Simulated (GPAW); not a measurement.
The system is CaO.

```
Ca O
1.0
     0.00000    2.40356    2.40356
     2.40356    0.00000    2.40356
     2.40356    2.40356    0.00000
Ca O
1 1
Direct
  0.00000 0.00000 0.00000
  0.50000 0.50000 0.50000
```

The cell is a database's computed one.

- Program: GPAW 26.7.0
- Task: relaxation of cell and atoms
- Functional: BLYP
- Potentials or basis: PAW data sets generated in the run's folder for this functional
- Cutoff: 800 eV
- Basis: pw
- k mesh: 10 × 10 × 10
- Occupations: fermi-dirac, width 0.05 eV
- Spin: no spin polarisation

At the start: pressure 4.8 GPa; volume 13.89 Å³/atom.

Question: How do energy, volume and symmetry change on relaxing?

Answer: Over 13 steps the energy falls by 9.4 meV/atom and the volume is 14.50 Å³/atom (+4.4 %); space group Fm-3m (No. 225, to 0.05 Å).

The path:
| step | energy change (eV) | largest force (eV/Å) | pressure (GPa) | volume (Å³) |
| --- | --- | --- | --- | --- |
| 1 | 0.0000 | 0.0000 | 4.83 | 27.77 |
| 2 | -0.0050 | 0.0000 | 4.08 | 27.95 |
| 3 | -0.0122 | 0.0000 | 2.73 | 28.27 |
| 4 | -0.0176 | 0.0000 | 1.06 | 28.71 |
| 5 | -0.0186 | 0.0000 | -0.64 | 29.19 |
| 6 | -0.0187 | 0.0000 | -0.62 | 29.18 |
| 7 | -0.0187 | 0.0000 | -0.58 | 29.17 |
| 8 | -0.0188 | 0.0000 | -0.52 | 29.15 |
| 9 | -0.0188 | 0.0000 | -0.44 | 29.13 |
| 10 | -0.0188 | 0.0000 | -0.34 | 29.10 |
| 11 | -0.0189 | 0.0000 | -0.23 | 29.07 |
| 12 | -0.0189 | 0.0000 | -0.12 | 29.04 |
| 13 | -0.0189 | 0.0000 | 0.02 | 29.00 |

Final structure:
```cif
data_structure
_symmetry_space_group_name_H-M 'P 1'
_symmetry_Int_Tables_number 1
_cell_length_a 3.4484
_cell_length_b 3.4484
_cell_length_c 3.4484
_cell_angle_alpha 60.000
_cell_angle_beta 60.000
_cell_angle_gamma 60.000
_cell_volume 29.00
loop_
_atom_site_label
_atom_site_type_symbol
_atom_site_fract_x
_atom_site_fract_y
_atom_site_fract_z
_atom_site_occupancy
Ca1 Ca 0.00000 0.00000 0.00000 1
O1 O 0.50000 0.50000 0.50000 1
```

Caveat: later steps reuse the first step's grids.
